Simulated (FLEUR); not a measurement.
The system is CdSe.

```
Cd Se
1.0
     0.00000    3.07027    3.07027
     3.07027    0.00000    3.07027
     3.07027    3.07027    0.00000
Cd Se
1 1
Direct
  0.00000 0.00000 0.00000
  0.25000 0.25000 0.25000
```

Measurements of this composition are mostly on another form, of space group No. 186.

Base run:

- Program: FLEUR MaX-R8.1 (later development tree)
- Functional: RPBE
- Potentials or basis: all-electron
- Basis: FLAPW
- Kmax: 4.58 1/bohr
- k mesh: 8 × 8 × 8
- Occupations: fermi-dirac, width 0.05 eV
- Spin: no spin polarisation

Its results: band gap on the k mesh 0.95 eV, direct.

After a change of settings the same cell gave: band gap on the k mesh 0.39 eV, direct. Which change was it?
A. functional from RPBE to Xalpha
B. functional from RPBE to WC
C. functional from RPBE to PBE

B.

Not every run made on this cell is shown here.
